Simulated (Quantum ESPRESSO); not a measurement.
# BaTe under changes of volume

One of the cells (39.652 Å³/atom); the others are scaled copies at fixed shape and fractional positions:

```xyz
2
Lattice="0.0000 3.4100 3.4100 3.4100 0.0000 3.4100 3.4100 3.4100 0.0000" Properties=species:S:1:pos:R:3 pbc="T T T"
Ba    0.0000    0.0000    0.0000
Te    3.4100    3.4100    3.4100
```

| Property | Result |
| --- | --- |
| Program | Quantum ESPRESSO 7.5 |
| Functional | LDA |
| Potentials or basis | GBRV 1.5 LDA |
| Cutoff | 612 eV |
| Density cutoff | 4898 eV |
| k mesh | 7 × 7 × 7 |
| Occupations | fermi-dirac, width 0.05 eV |
| Spin | no spin polarisation |

```tsv
volume (Å³/atom)	energy over the lowest point (meV/atom)	pressure (GPa)	gap on the mesh (eV)
37.273	36.42	3.7	1.15
38.066	?	?	?
38.859	9.46	1.7	1.26
39.652	2.78	0.9	1.31
40.445	0.00	0.2	1.36
41.238	0.76	-0.5	1.40
42.031	4.68	-1.1	1.44
```

Problem. What does the run at 38.066 Å³/atom give?

Solution. Energy over the lowest point 20.50 meV/atom; pressure 2.7 GPa; gap on the mesh 1.20 eV.

Worked out: A Birch-Murnaghan fit of order 3 (a polynomial in V^(-2/3)) to the other rows has its minimum at 40.66 Å³/atom with B0 = V·E''(V) = 35 GPa and B' = 4.4. It gives 20.51 meV/atom at 38.066 Å³/atom, against the run's 20.50, and -dE/dV = 2.7 GPa, against 2.7. A straight line through the other rows of the gap, of slope 2.42 eV per unit of ln V, gives 1.21 eV, against the run's 1.20.

Energies are extrapolated to zero smearing.

Caveats: spin-orbit coupling is left out, which moves the levels of the heavy elements; an odd mesh through Γ misses points on the zone boundary, where band edges often lie.
